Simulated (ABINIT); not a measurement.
CaO:

```
Ca O
1.0
     0.00000    2.40356    2.40356
     2.40356    0.00000    2.40356
     2.40356    2.40356    0.00000
Ca O
1 1
Direct
  0.00000 0.00000 0.00000
  0.50000 0.50000 0.50000
```

The cell is a database's computed one.

Base run:

```yaml
Program: ABINIT 10.8.3 (patched build)
Functional: LDA
Potentials_or_basis: PseudoDojo NC SR LDA v0.4.1 standard
Cutoff: 1143 eV
k_mesh: 10 × 10 × 10
Occupations: fermi-dirac, width 0.05 eV
Spin: no spin polarisation
```

Its results: band gap on the k mesh 3.49 eV, indirect (least direct gap 3.87 eV); pressure -7.3 GPa.

Problem. After a change of settings the same cell gave: band gap on the k mesh 3.66 eV, indirect (least direct gap 4.03 eV); pressure 0.8 GPa. Which change was it?
A. potentials or basis from PseudoDojo NC SR LDA v0.4.1 standard to JTH PAW LDA v2.0; cutoff from 1143 eV to 626 eV; k mesh from 10 × 10 × 10 to 8 × 8 × 8
B. functional from LDA to SCAN; potentials or basis from PseudoDojo NC SR LDA v0.4.1 standard to JTH PAW PBE v2.0; cutoff from 1143 eV to 762 eV
C. potentials or basis from PseudoDojo NC SR LDA v0.4.1 standard to JTH PAW LDA v2.0; cutoff from 1143 eV to 626 eV; k mesh from 10 × 10 × 10 to 6 × 6 × 6
D. functional from LDA to PW91; potentials or basis from PseudoDojo NC SR LDA v0.4.1 standard to JTH PAW PBE v2.0; cutoff from 1143 eV to 626 eV

Solution. D.

Caveats: the PAW data sets were made with another functional, which shifts forces and pressure a little (some runs).

Runs at the PBE level aren't shown here.
